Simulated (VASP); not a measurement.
A run of VASP 6.6.1 is set up as follows.

POSCAR

```
Si36C35                                 
1.0
   -4.6397850000     -8.0363460000      0.0000000000
    9.2795730000      0.0000000000      0.0000000000
    0.0000000000      0.0000000000     10.1265810000
  Si              C             
    36    35
Direct
     0.5465684094430958    0.1068748052582783    0.9322492176632559
     0.5551250801774101    0.4439338568412121    0.9368060982883853
     0.2219751461308389    0.1102424159342006    0.9376644786149372
     0.5551202321506509    0.7783764337680121    0.9367678018077584
     0.2201956683443738    0.4436652477085118    0.9371601420668817
     0.8843263025576458    0.1093471829815838    0.9368653666906341
     0.2219822062341647    0.7788926169160548    0.9376733139018345
     0.8843277908768615    0.4421186004904963    0.9369053500340468
     0.8884968339896848    0.7778010670660271    0.9378788804941947
     0.4456796210722768    0.8903403530443533    0.4377613644320709
     0.4457338052163349    0.2224899935846929    0.4377316092272659
     0.1156288174555893    0.8913700014835058    0.4418155784510943
     0.4455069607118482    0.5563509620610345    0.4387877000007766
     0.1116609221641864    0.2227200008194548    0.4387071376555291
     0.7800414946863138    0.8896582524469203    0.4375966721959509
     0.1116821198544532    0.5561527486038621    0.4387178533519187
     0.7769203337119082    0.2220284702615770    0.4369407484266813
     0.7799694381025770    0.5574930345086686    0.4376243050951417
     0.6508294033459643    0.0003157260620151    0.6842196094744203
     0.6507429114641835    0.3174652202547421    0.6842729269801270
     0.3833071468847560    0.0251285310998313    0.6953423476494728
     0.6682371300585508    0.6676385367619914    0.6883444292630351
     0.3333922522474814    0.3325857717383215    0.6895159741386817
     0.0032542486647167    0.0013232600130587    0.6894822193302260
     0.3333787099598978    0.6677875506279859    0.6895351611370353
     0.9950498447894808    0.3310502275195429    0.6887259897666319
     0.0032546164484799    0.6689155170094095    0.6894863837418040
     0.6656222610804614    0.9994118662297961    0.1870263500121576
     0.6656067742510834    0.3334408209897784    0.1870771284270805
     0.3316665239614298    0.9994738203698634    0.1899470006436621
     0.6675295018712075    0.6674094404818610    0.1874536188998093
     0.3332141685403704    0.3337234261230239    0.1876960030950507
     0.9998265950972760    0.9993740424185380    0.1879119336024233
     0.3332274162360611    0.6668315927046331    0.1876694314231487
     0.9986091175968821    0.3329239204518959    0.1874149188541670
     0.9998138266192793    0.6677151817117328    0.1879402567759573
     0.5554186768572863    0.4471236851561204    0.7496732724358036
     0.2279103462852980    0.1127412686953512    0.7512755041431107
     0.5554241951241587    0.7753339895616953    0.7496327658419868
     0.2192293106078828    0.4431270564277416    0.7490613059907879
     0.8828670983657948    0.1092727310597044    0.7493728422462471
     0.2279732338172990    0.7822560551215914    0.7512649220500786
     0.8827820991728091    0.4405568962945675    0.7493868839485772
     0.8903815475673230    0.7786927965534189    0.7501577907631253
     0.4436914790892364    0.8880320748868441    0.2496480338062738
     0.4436731468585365    0.2229420458334028    0.2496402870909624
     0.1096443490695725    0.8884451272146225    0.2529282515148002
     0.4448644238012506    0.5560976146434294    0.2503305992261919
     0.1105714475710752    0.2223892171068268    0.2500664643923796
     0.7785624214346257    0.8886620242033175    0.2496893733959747
     0.1106084215682615    0.5554609009429740    0.2500613738466572
     0.7769629176387781    0.2220725400567501    0.2488437522116007
     0.7785495245492654    0.5571392839723542    0.2497099863149468
     0.6690711122640277    0.9989318478429701    0.4953140814471373
     0.6690613696207588    0.3372472868405697    0.4953234510729952
     0.3378572628642321    0.0024765064178435    0.5003237510648881
     0.6682580073098987    0.6677219100119959    0.5005824348468467
     0.3340165114216752    0.3339683191725106    0.5008983222914124
     0.0019781068216207    0.0010745501380750    0.5017278228192504
     0.3339876871176916    0.6671783079381906    0.5009367905052454
     0.9993132151584696    0.3332233192570576    0.5003592330411440
     0.0019376299073117    0.6680000349287274    0.5017201721911853
     0.6642924177880627    0.9984712593188180    0.0017435351502143
     0.6643327978233657    0.3330604972390986    0.0017917712103697
     0.3268835989706966    0.9970293544146698    0.0068557855647742
     0.6657004217755361    0.6664708389318418    0.0003868571696550
     0.3323070844429045    0.3335681231232853    0.0008485379779350
     0.9985862675490872    0.0003530903114785    0.0003478283525216
     0.3323451697103557    0.6659407494014231    0.0008474036741943
     0.9977302103164287    0.3324384317863336    0.0003366668244429
     0.9985905477616556    0.6653662988479356    0.0003614839629598
```

INCAR.step1

```
SYSTEM = Si36C35
ALGO = Normal
EDIFF = 1E-5
ENCUT = 400
GGA = PE
ICORELEVEL = 1
ISIF = 2
ISMEAR = 0
LASPH = .TRUE.
LREAL = Auto
LWAVE = .TRUE.
NBANDS = 183
NELECT = 286.0
NELM = 80
PREC = Normal
SIGMA = 0.01
```

The input INCAR.step2:

```
SYSTEM = Si36C35
ALGO = Normal
EDIFF = 1E-6
ENCUT = 400
GGA = PE
HFSCREEN = 0.2
ICORELEVEL = 1
ISIF = 2
ISMEAR = 0
ISTART = 1
LASPH = .TRUE.
LCHARG = .FALSE.
LHFCALC = .TRUE.
LREAL = Auto
LWAVE = .FALSE.
NBANDS = 183
NELECT = 286.0
NELM = 80
PREC = Normal
PRECFOCK = Fast
SIGMA = 0.01
```

KPOINTS

```
k-points
0
G
  1 1 1
  0 0 0
```

Potentials or basis: VASP PAW PBE potentials, release 64 (Si, C).

Run with:

```bash
$ cat potpaw_PBE.64/Si/POTCAR potpaw_PBE.64/C/POTCAR > POTCAR
$ cp INCAR.step1 INCAR
$ mpirun -np 8 vasp_gam > vasp.out
$ cp INCAR.step2 INCAR
$ mpirun -np 8 vasp_gam > vasp.out
```

Task: What does it give for the band gap on the k mesh?

Result: 1.29 eV, direct.

Task: Predict the largest force.

Result: 1.823 eV/Å.

Core levels (eV, on the scale of the bands):
| atom | levels |
| --- | --- |
| 1 Si | 1s -1771.2, 2s -125.0, 2p -81.0 |
| 2 Si | 1s -1771.9, 2s -125.6, 2p -81.7 |
| 3 Si | 1s -1771.8, 2s -125.6, 2p -81.6 |
| 4 Si | 1s -1771.9, 2s -125.6, 2p -81.7 |
| 5 Si | 1s -1772.0, 2s -125.8, 2p -81.8 |
| 6 Si | 1s -1772.0, 2s -125.7, 2p -81.8 |

Caveat: the cell is charged against a uniform background, so pressure and absolute levels hang on convention; the PAW data sets were made with another functional, which shifts forces and pressure a little.
